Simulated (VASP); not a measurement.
# CdS (Fm-3m) in VASP: further runs

Runs on CdS. Level: PBEsol. Tasks: dielectric tensor.

Everything below comes from runs of VASP 6.6.1. Logs are shortened: lines on timing, memory, paths and dates and some standing lists are left out, and cuts for length are marked.

## 1. The crystal as given

Symmetry: Fm-3m, No. 225, cubic system. The conventional cell has a = 5.506 Å, b = 5.506 Å, c = 5.506 Å, α = 90.00°, β = 90.00°, γ = 90.00°. Cd (site symmetry m-3m) has 6 S at 2.75 Å as nearest neighbours. S (site symmetry m-3m) has 6 Cd at 2.75 Å as nearest neighbours.

Measurements of this composition are mostly on another form, of space group No. 186.

## 2. Dielectric tensor, PBEsol

Contents of INCAR:

```
ALGO = Normal
EDIFF = 1E-8
ENCUT = 400
GGA = PS
ISIF = 2
ISMEAR = 0
LASPH = True
LCHARG = False
LEPSILON = True
LREAL = False
LWAVE = False
NELM = 100
PREC = Accurate
SIGMA = 0.01
```

Contents of KPOINTS:

```
k-points
0
Gamma
  5 5 5
```

Contents of POSCAR:

```
CdS
1.0
    0.0000000000      2.7532440000      2.7532440000
    2.7532440000      0.0000000000      2.7532440000
    2.7532440000      2.7532440000      0.0000000000
Cd S
1 1
Direct
    0.0000000000      0.0000000000      0.0000000000
    0.5000000000      0.5000000000      0.5000000000
```

Potentials or basis: VASP PAW PBE potentials, release 64 (Cd, S).

Started as:

```
$ cat potpaw_PBE.64/Cd/POTCAR potpaw_PBE.64/S/POTCAR > POTCAR
$ mpirun -np 1 vasp_std > vasp.out
```

OUTCAR:

```text
EDIFF = 1E-8
   ENCUT = 400
   GGA = PS
   ISIF = 2
   ISMEAR = 0
   LASPH = True
   LEPSILON = True
   LREAL = False
   NELM = 100
   PREC = Accurate

 Found     10 irreducible k-points:

 Following reciprocal coordinates:
            Coordinates               Weight
  0.000000  0.000000  0.000000      1.000000
  0.200000  0.000000  0.000000      8.000000
  0.400000  0.000000  0.000000      8.000000
  0.200000  0.200000  0.000000      6.000000
  0.400000  0.200000  0.000000     24.000000
 -0.400000  0.200000  0.000000     24.000000
   k-points           NKPTS =     10   k-points in BZ     NKDIM =     10   number of bands    NBANDS=     13
   number of dos      NEDOS =    301   number of ions     NIONS =      2
   total plane-waves  NPLWV =  21952
   dimension x,y,z NGX =    28 NGY =   28 NGZ =   28
   dimension x,y,z NGXF=    56 NGYF=   56 NGZF=   56
   ions per type =               1   1
   NGX,Y,Z   is equivalent  to a cutoff of  11.95, 11.95, 11.95 a.u.
   NGXF,Y,Z  is equivalent  to a cutoff of  23.91, 23.91, 23.91 a.u.
 SYSTEM =  unknown system
   PREC   = accura    normal or accurate (medium, high low for compatibility)
   ISTART =      0    job   : 0-new  1-cont  2-samecut
   ICHARG =      2    charge: 1-file 2-atom 10-const
   ISPIN  =      1    spin polarized calculation?
   LNONCOLLINEAR =      F non collinear calculations
   LSORBIT =      F    spin-orbit coupling
   LASPH  =      T    aspherical Exc in radial PAW
   ENCUT  =  400.0 eV  29.40 Ry    5.42 a.u.   6.35  6.35  6.35*2*pi/ulx,y,z
   NELM   =    100;   NELMIN=  2; NELMDL= -5     # of ELM steps
   EDIFF  = 0.1E-07   stopping-criterion for ELM
   LREAL  =      F    real-space projection
   EDIFFG = 0.1E-06   stopping-criterion for IOM
   NSW    =      0    number of steps for IOM
   IBRION =     -1    ionic relax: 0-MD 1-quasi-New 2-CG
   NFREE  =      0    steps in history (QN), initial steepest desc. (CG)
   ISIF   =      2    stress and relaxation
   ISYM   =      2    0-nonsym 1-usesym 2-fastsym
   POTIM  = 0.5000    time-step for ionic-motion
   TEBEG  =    0.0;   TEEND  =   0.0 temperature during run
   PSTRESS=    0.0 pullay stress
   NELECT =      18.0000    total number of electrons
   NUPDOWN=      -1.0000    fix difference up-down
   EMIN   =  10.00;   EMAX   =-10.00  energy-range for DOS
   EFERMI =   0.00;   METHOD = LEGACY
   ISMEAR =     0;   SIGMA  =   0.01  broadening in eV -4-tet -1-fermi 0-gaus
   EFERMI_NEDOS =   21; number of points for ismear=-14 and -15
   IALGO  =     38    algorithm
   IMIX   =      4    mixing-type and parameters
     AMIX     =   0.40;   BMIX     =  1.00
     AMIX_MAG =   1.60;   BMIX_MAG =  1.00
  volume/ion in A,a.u.               =      20.87       140.84
  Fermi-wavevector in a.u.,A,eV,Ry     =   1.236833  2.337275 20.813583  1.529755
  Thomas-Fermi vector in A             =   2.371425
   LORBIT       =      0    0 simple, 1 ext, 2 COOP (PROOUT), +10 PAW based schemes
   GGA     = PS    functional components
   LHFCALC =     F    Hartree Fock is set to
   AEXX    =    0.0000 exact exchange contribution
   IVDW    =     0    specifies the selected vdW correction
   LEPSILON=     T    determine dielectric tensor
   LRPA    =     F    only Hartree local field effects (RPA)
 non-spin polarized calculation
 Gauss-broadening in eV      SIGMA  =   0.01
  energy-cutoff  :      400.00
  volume of cell :       41.74
 maximum number of plane-waves:       769
 NGX is ok and might be reduce to    28
   NGX = 13   NGY = 13   NGZ = 13

--------------------------------------- Ionic step        1  -------------------------------------------

 number of electron      17.9999990 magnetization

 E-fermi :   2.6945     XC(G=0): -10.5055

 val. band max:        2.6435637520   @ k =  -0.2000   0.2000   0.0000
 cond. band min:       3.2642012439   @ k =   0.4000   0.4000   0.0000
 fundamental gap:      0.6206374919
 Fermi energy:         2.6944969398

 k-point     1 :       0.0000    0.0000    0.0000
  band No.  band energies     occupation
      1     -10.0495      2.00000
      2      -4.9453      2.00000
      3      -4.9453      2.00000
      4      -4.9444      2.00000
      5      -4.9444      2.00000
      6      -4.9444      2.00000
      7       1.9253      2.00000
      8       1.9253      2.00000
      9       1.9253      2.00000
     10       3.3260      0.00000
     11      11.7689      0.00000
     12      11.7689      0.00000
     13      11.7689      0.00000

 k-point     2 :       0.2000    0.0000    0.0000
  band No.  band energies     occupation
      1      -9.7264      2.00000
      2      -5.0504      2.00000
      3      -5.0504      2.00000
      4      -4.9848      2.00000
      5      -4.8774      2.00000
      6      -4.8774      2.00000
      7      -0.1914      2.00000
      8       2.1480      2.00000
      9       2.1480      2.00000
     10       5.3521      0.00000
     11       9.6960      0.00000
     12      10.5612      0.00000
     13      10.5612      0.00000

 k-point     3 :       0.4000    0.0000    0.0000
  band No.  band energies     occupation
      1      -9.0728      2.00000
      2      -5.2107      2.00000
      3      -5.2107      2.00000
      4      -5.1409      2.00000
      5      -4.7650      2.00000
      6      -4.7650      2.00000
      7      -1.9501      2.00000
      8       2.5556      2.00000
      9       2.5556      2.00000
     10       6.0618      0.00000
     11       8.6981      0.00000
     12       8.6981      0.00000
     13       9.1418      0.00000

 k-point     4 :       0.2000    0.2000    0.0000
  band No.  band energies     occupation
      1      -9.6610      2.00000
      2      -5.1009      2.00000
      3      -4.9976      2.00000
      4      -4.9086      2.00000
      5      -4.8732      2.00000
      6      -4.8732      2.00000
      7       0.2550      2.00000
      8       1.4805      2.00000
      9       1.4805      2.00000
     10       5.8416      0.00000
     11       8.9392      0.00000
     12       9.9105      0.00000
     13      11.5307      0.00000

 k-point     5 :       0.4000    0.2000    0.0000
  band No.  band energies     occupation
      1      -9.2147      2.00000
      2      -5.0588      2.00000
      3      -5.0329      2.00000
      4      -5.0269      2.00000
      5      -4.7706      2.00000
      6      -4.7488      2.00000
      7      -1.2553      2.00000
      8       1.4322      2.00000
      9       1.4845      2.00000
     10       5.6042      0.00000
     11       8.4161      0.00000
     12       9.9110      0.00000
     13      10.6889      0.00000

 k-point     6 :      -0.4000    0.2000    0.0000
  band No.  band energies     occupation
      1      -8.9739      2.00000
      2      -5.1650      2.00000
      3      -5.1119      2.00000
      4      -4.9791      2.00000
      5      -4.7502      2.00000
      6      -4.6696      2.00000
      7      -1.8242      2.00000
      8       0.7779      2.00000
      9       2.1608      2.00000
     10       6.2194      0.00000
     11       7.9356      0.00000
     12       9.4283      0.00000
     13      10.5253      0.00000

 [... further k-points ...]

  FORCE on cell =-STRESS in cart. coord.  units (eV):
  Direction    XX          YY          ZZ          XY          YZ          ZX
  --------------------------------------------------------------------------------------
  -------------------------------------------------------------------------------------
  Total       -1.1272321     -1.1272321     -1.1272321      0.0000000      0.0000000     -0.0000000
  in kB      -43.2673037    -43.2673037    -43.2673037      0.0000000      0.0000000     -0.0000000
  external PRESSURE =     -43.2673037 kB  Pullay stress =       0.0000000 kB

 VOLUME and BASIS-vectors are now :
 -----------------------------------------------------------------------------
  energy-cutoff  :      400.00
  volume of cell :       41.74
      direct lattice vectors                 reciprocal lattice vectors
     0.000000000  2.753244000  2.753244000    -0.181603955  0.181603955  0.181603955
     2.753244000  0.000000000  2.753244000     0.181603955 -0.181603955  0.181603955
     2.753244000  2.753244000  0.000000000     0.181603955  0.181603955 -0.181603955

 POSITION                                       TOTAL-FORCE (eV/Angst)
 -----------------------------------------------------------------------------------
      0.00000      0.00000      0.00000         0.000000      0.000000     -0.000000
      2.75324      2.75324      2.75324        -0.000000     -0.000000      0.000000
 -----------------------------------------------------------------------------------
    total drift:                                0.000000      0.000000      0.000000

  FREE ENERGIE OF THE ION-ELECTRON SYSTEM (eV)
  ---------------------------------------------------
  free  energy   TOTEN  =        -6.5933945912 eV

  energy  without entropy=       -6.5933945912  energy(sigma->0) =       -6.59339459

 HEAD OF MICROSCOPIC STATIC DIELECTRIC TENSOR (INDEPENDENT PARTICLE, excluding Hartree and local field effects)
 ------------------------------------------------------
          13.590311     0.000000    -0.000000
          -0.000000    13.590311     0.000000
           0.000000    -0.000000    13.590311
 ------------------------------------------------------

 Free energy of the ion-electron system (eV)
  ---------------------------------------------------
  ---------------------------------------------------
  free energy    TOTEN  =        -1.47120697 eV

  energy without entropy =       -1.47120697

------------------------ aborting loop because EDIFF is reached ----------------------------------------

--------------------------------------- Ionic step        2  -------------------------------------------

------------------------ aborting loop because EDIFF is reached ----------------------------------------

--------------------------------------- Ionic step        3  -------------------------------------------

 Free energy of the ion-electron system (eV)
  ---------------------------------------------------
  ---------------------------------------------------
  free energy    TOTEN  =        -1.47121786 eV

  energy without entropy =       -1.47121786

------------------------ aborting loop because EDIFF is reached ----------------------------------------

 PIEZOELECTRIC TENSOR FIELD DIRECTION 3  (e Angst)
 -----------------------------------------------------------------------------
     0.00295  0.00000  0.00000           ( -0.00000  0.00000  0.00000)
     0.00000  0.00295 -0.00000           (  0.00000 -0.00000 -0.00000)
     0.00000 -0.00000 -0.00664           (  0.00000 -0.00000  0.00004)

 PIEZOELECTRIC TENSOR FIELD DIRECTION 3  (C/m^2)
 -----------------------------------------------------------------------------
     0.00113  0.00000  0.00000
     0.00000  0.00113 -0.00000
     0.00000 -0.00000 -0.00255

 MACROSCOPIC STATIC DIELECTRIC TENSOR (including local field effects in DFT)
 ------------------------------------------------------
          13.175436     0.000000     0.000000
          -0.000000    13.175436    -0.000000
          -0.000000     0.000000    13.175436
 ------------------------------------------------------

 PIEZOELECTRIC TENSOR (including local field effects)  for field in x, y, z        (e  Angst)
          XX          YY          ZZ          XY          YZ          ZX
  --------------------------------------------------------------------------------
  x     0.00000     0.00000     0.00000     0.00000     0.00000     0.00000
  y     0.00000     0.00000     0.00000     0.00000     0.00000     0.00000
  z     0.00000     0.00000     0.00000     0.00000     0.00000     0.00000

 PIEZOELECTRIC TENSOR (including local field effects)  for field in x, y, z        (C/m^2)
          XX          YY          ZZ          XY          YZ          ZX
  --------------------------------------------------------------------------------
  x     0.00000     0.00000     0.00000     0.00000     0.00000     0.00000
  y     0.00000     0.00000     0.00000     0.00000     0.00000     0.00000
  z     0.00000     0.00000     0.00000     0.00000     0.00000     0.00000

 BORN EFFECTIVE CHARGES (including local field effects) (in |e|, cummulative output)
 ---------------------------------------------------------------------------------
 ion    1
    1     3.37084     0.00000     0.00000
    2     0.00000     3.37084     0.00000
    3    -0.00000    -0.00000     3.37084
 ion    2
    1    -3.37084    -0.00000    -0.00000
    2    -0.00000    -3.37084    -0.00000
    3     0.00000     0.00000    -3.37084
```

Run time: 63 s. Hardware: 1 thread of Intel Xeon Platinum 8488C (Sapphire Rapids), shared host; peak memory 0.16 GiB.

The run converged, but some of its settings lie outside the range that counts as converged, so its numbers aren't taken as properties of the crystal.

What came out:

* Band gap on the k mesh: 0.62 eV, indirect (least direct gap 1.40 eV)
* Electronic dielectric tensor (diagonal): 13.18
* Born charges (mean of the diagonal): Cd +3.37; S -3.37 e

Caveat: the gap is small at this level, which inflates the dielectric constant; the PAW data sets were made with another functional, which shifts forces and pressure a little; an odd mesh through Γ misses points on the zone boundary, where band edges often lie.

[end of part 1 of 2]
